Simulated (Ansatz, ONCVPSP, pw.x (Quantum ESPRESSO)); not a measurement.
# What a changed setting does to a pw.x run (sc W)

Potential: optimised norm-conserving Vanderbilt (ONCV), ONCVPSP 4.0.1.1 (patched build), PBE; core [Kr] 4d10 4f14, reference 5s2 5p6 5d4 6s2; waves: 5s+6s: rc 1.95 bohr, ncon 4, nbas 7, qcut 7.5 1/bohr, 3 projectors, debl 1.2 Ha; 5p: rc 1.55 bohr, ncon 4, nbas 8, qcut 8.2 1/bohr, 1 projector; 5d: rc 2.50 bohr, ncon 4, nbas 9, qcut 5.1 1/bohr, 1 projector; local part: polynomial inside 1.30 bohr (lpopt 3, dvloc0 1 Ha); core correction: Teter function, fcfact 4.75, rcfact 1.7.

The reference run (k-mesh 12³, cutoffs 70/280 Ry, Fermi–Dirac 0.01 Ry, mixing_beta 0.4, conv_thr 1e-9, no spin) gives -4.45 GPa at 18.539 Å³/atom, where all-electron LAPW gives -2.09 GPa. This run, with its own iteration cap, changes diagonalization to rmm-davidson.

```
&control
  calculation='scf', prefix='x', pseudo_dir='./', outdir='./tmp', tstress=.true., disk_io='none'
/
&system
  ibrav=0, nat=1, ntyp=1, ecutwfc=70, ecutrho=280, nbnd=15,
  occupations='smearing', smearing='fd', degauss=0.01
/
&electrons
  conv_thr=1e-09, mixing_beta=0.4, electron_maxstep=60, diagonalization='rmm-davidson'
/
ATOMIC_SPECIES
W 1.0 W.UPF
CELL_PARAMETERS angstrom
  2.64664343 0.00000000 0.00000000
  0.00000000 2.64664343 0.00000000
  0.00000000 0.00000000 2.64664343
ATOMIC_POSITIONS crystal
W 0.0000 0.0000 0.0000
K_POINTS automatic
12 12 12 0 0 0
```

```bash
pw.x < W.scf.in > W.scf.out
```

Task: How does the run end?

Result: It converges in 8 iterations; the free energy moves by +0.0 meV/atom and the pressure by +0.01 GPa. The result is that of the reference run.

```
Message from routine setup:
     using ibrav=0 with symmetry is DISCOURAGED, use correct ibrav instead
     lattice parameter (alat)  =       5.0014  a.u.
     unit-cell volume          =     125.1074 (a.u.)^3
     number of electrons       =        14.00
     number of Kohn-Sham states=           15
     kinetic-energy cutoff     =      70.0000  Ry
     charge density cutoff     =     280.0000  Ry
     scf convergence threshold =      1.0E-09
     Exchange-correlation= PBE
     number of k points=    84  Fermi-Dirac smearing, width (Ry)=  0.0100
     iteration #  1     ecut=    70.00 Ry     beta= 0.40
     total energy              =    -161.74422323 Ry
     estimated scf accuracy    <       0.02174243 Ry
     iteration #  2     ecut=    70.00 Ry     beta= 0.40
     total energy              =    -161.74432226 Ry
     estimated scf accuracy    <       0.00483708 Ry
     iteration #  3     ecut=    70.00 Ry     beta= 0.40
     total energy              =    -161.74459080 Ry
     estimated scf accuracy    <       0.00037172 Ry
     iteration #  4     ecut=    70.00 Ry     beta= 0.40
     total energy              =    -161.74460518 Ry
     estimated scf accuracy    <       0.00000630 Ry
     iteration #  5     ecut=    70.00 Ry     beta= 0.40
     total energy              =    -161.74460841 Ry
     estimated scf accuracy    <       0.00000048 Ry
     iteration #  6     ecut=    70.00 Ry     beta= 0.40
     total energy              =    -161.74460839 Ry
     estimated scf accuracy    <       0.00000009 Ry
     iteration #  7     ecut=    70.00 Ry     beta= 0.40
     total energy              =    -161.74460841 Ry
     estimated scf accuracy    <          3.7E-09 Ry
     iteration #  8     ecut=    70.00 Ry     beta= 0.40
     the Fermi energy is    18.6922 ev
!    total energy              =    -161.74460841 Ry
     estimated scf accuracy    <          5.3E-10 Ry
     smearing contrib. (-TS)   =      -0.00275948 Ry
     The total energy is F=E-TS. E is the sum of the following terms:
     one-electron contribution =     -25.17766651 Ry
     hartree contribution      =      20.10453185 Ry
     xc contribution           =     -45.47848087 Ry
     ewald contribution        =    -111.19023339 Ry
     convergence has been achieved in   8 iterations
          total   stress  (Ry/bohr**3)                   (kbar)     P=      -44.39
     Message from routine punch:
     Nothing written, as per user request (disk_io='none')
```

The run took about 28 s on one core of a shared host (Neoverse-N1, 64 threads, 124 GiB, load 54).
